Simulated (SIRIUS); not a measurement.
Set up this calculation in SIRIUS 7.12.0, as the native input.

| Item | Value |
| --- | --- |
| Task | single point |
| Functional | PBEsol |
| Potentials or basis | PseudoDojo 0.4.1 PBEsol standard (scalar relativistic) |
| Cutoff | 1127 eV |
| Density cutoff | 4507 eV |
| k mesh | 10 × 10 × 5 |
| Occupations | fermi-dirac, width 0.05 eV |
| Spin | no spin polarisation |
| Libxc names | ["XC_GGA_X_PBE_SOL", "XC_GGA_C_PBE_SOL"] |
| Energy tol | 1e-08 Ha |
| Density tol | 1e-06 |
| Mixer | anderson |
| Mixing beta | 0.7 |
| Max scf | 100 |
| Radial cutoff for the potentials' integrals | 6.5 bohr |

SiC (Moissanite):

```
Si C
1.0
     3.07600    0.00000    0.00000
    -1.53800    2.66389    0.00000
     0.00000    0.00000    5.04800
Si C
2 2
Cartesian
  1.5380 0.8880 2.5240
  0.0000 1.7759 0.0000
  1.5380 0.8880 4.4675
  0.0000 1.7759 1.9435
```

The input as run:

sirius.json

```json
{
  "control": {
    "processing_unit": "cpu",
    "verbosity": 2,
    "num_bands_to_print": 15,
    "print_forces": true,
    "print_stress": true
  },
  "parameters": {
    "electronic_structure_method": "pseudopotential",
    "xc_functionals": ["XC_GGA_X_PBE_SOL", "XC_GGA_C_PBE_SOL"],
    "gk_cutoff": 9.1,
    "pw_cutoff": 18.2,
    "ngridk": [10, 10, 5],
    "shiftk": [0, 0, 0],
    "smearing": "fermi_dirac",
    "smearing_width": 0.0018374661,
    "num_bands": 15,
    "num_mag_dims": 0,
    "num_dft_iter": 100,
    "energy_tol": 1e-08,
    "density_tol": 1e-06
  },
  "iterative_solver": {
    "type": "davidson",
    "min_tolerance": 1e-10
  },
  "mixer": {
    "type": "anderson",
    "beta": 0.7,
    "max_history": 8
  },
  "settings": {
    "tol_ne": 1e-10,
    "pseudo_grid_cutoff": 6.5
  },
  "unit_cell": {
    "lattice_vectors": [
      [5.812797559349, 0.0, 0.0],
      [-2.906398779674, 5.034030353375, 0.0],
      [0.0, 0.0, 9.539337477111]
    ],
    "atom_coordinate_units": "lattice",
    "atom_types": ["Si", "C"],
    "atom_files": {
      "C": "C.json",
      "Si": "Si.json"
    },
    "atoms": {
      "Si": [
        [0.6666666667, 0.3333333333, 0.5],
        [0.3333333333, 0.6666666667, 0.0]
      ],
      "C": [
        [0.6666666667, 0.3333333333, 0.885],
        [0.3333333333, 0.6666666667, 0.385]
      ]
    }
  }
}
```

Potentials or basis: PseudoDojo 0.4.1 PBEsol standard (scalar relativistic).

The run is started by

```bash
$ upf_to_json C.upf
$ upf_to_json Si.upf
$ OMP_NUM_THREADS=1 sirius.scf --input=sirius.json --output=out.json --task=0
```

It gave:

The pressure is 0.3 GPa and the largest force is 0.755 eV/Å. The band gap on the k mesh is 2.33 eV.

Caveat: an odd mesh through Γ misses points on the zone boundary, where band edges often lie.

It took 19 s on 1 thread of AMD EPYC 9R45 96-Core Processor (Zen 5), with other jobs on the host, peak memory 0.39 GiB.
